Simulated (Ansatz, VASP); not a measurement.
Two plane-wave programs on BaS

```
CELL_PARAMETERS angstrom
0.00000 2.87244 2.87244
2.87244 0.00000 2.87244
2.87244 2.87244 0.00000
ATOMIC_POSITIONS crystal
Ba 0.00000 0.00000 0.00000
S 0.50000 0.50000 0.50000
```

Alike in both runs: task single point; functional PBE; k mesh 6 × 6 × 6; occupations gaussian, width 0.1 eV; no spin polarisation.

|  | VASP | Ansatz |
| --- | --- | --- |
| version | VASP 6.6.1 | Ansatz 0.2.0 |
| potentials or method | VASP PAW PBE potentials, release 64 (Ba_sv, S) | scalar-relativistic, plane waves, PAW |
| plane-wave cutoff (eV) | 520 | 420 |
| valence electrons in the cell | 16 | 16 |

```csv
,VASP,Ansatz,Ansatz less VASP
gap on the k mesh at the Fermi level (eV),0.97,0.99,+0.022
least direct gap on the mesh (eV),0.97,0.99,+0.022
pressure (GPa),31.7,29.8,-1.94
```

Caveats: so large a pressure means that the cell lies far from this level's equilibrium, or that cutoff or potentials fall short (VASP); spin-orbit coupling is left out, which moves the levels of the heavy elements. A k mesh can miss the band edges.
